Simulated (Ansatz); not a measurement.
The system is Te.

```
Te
1.0
     2.30590    1.33131    1.69095
    -2.30590    1.33131    1.69095
     0.00000   -2.66263    1.69095
Te
1
Direct
  0.50000 0.50000 0.50000
```

This isn't the form of Te at room conditions, which is trigonal, of chains.

| Property | Result |
| --- | --- |
| Program | Ansatz 0.2.0 |
| Task | relaxation of cell and atoms |
| Functional | BLYP |
| Potentials or basis | Ansatz PAW |
| Cutoff | 420 eV (not typed: the program's choice for these potentials) |
| k mesh | 9 × 9 × 9 |
| Occupations | fermi-dirac, width 0.05 eV |
| Spin | no spin polarisation |

At the start: volume 31.15 Å³/atom.

Problem. Where does the relaxation end?

Solution. It ends after 9 steps and the volume is 35.87 Å³/atom (+15.2 %); space group Pm-3m (No. 221, to 0.05 Å).

The path:
```csv
step,energy change (eV),largest force (eV/Å),volume (Å³)
1,0.0000,0.0000,31.15
2,-0.0883,0.0000,35.42
3,-0.0924,0.0000,35.72
4,-0.0967,0.0000,36.03
5,-0.0970,0.0000,35.93
6,-0.0970,0.0000,35.86
7,-0.0979,0.0000,35.86
8,-0.0979,0.0000,35.87
9,-0.0980,0.0000,35.87
```

Final structure:
```cif
data_structure
_symmetry_space_group_name_H-M 'P 1'
_symmetry_Int_Tables_number 1
_cell_length_a 3.2978
_cell_length_b 3.2978
_cell_length_c 3.2978
_cell_angle_alpha 90.069
_cell_angle_beta 90.069
_cell_angle_gamma 90.069
_cell_volume 35.87
loop_
_atom_site_label
_atom_site_type_symbol
_atom_site_fract_x
_atom_site_fract_y
_atom_site_fract_z
_atom_site_occupancy
Te1 Te 0.50000 0.50000 0.50000 1
```

Caveat: the volume moved by over 15 % at a fixed basis, so the end points are rough; the plane-wave basis is chosen anew once the cell has moved, so the energies of steps on either side of that aren't comparable; the PAW data sets come from PBE, with cores solved anew for the run's functional, which leaves a small shift of forces and pressure.
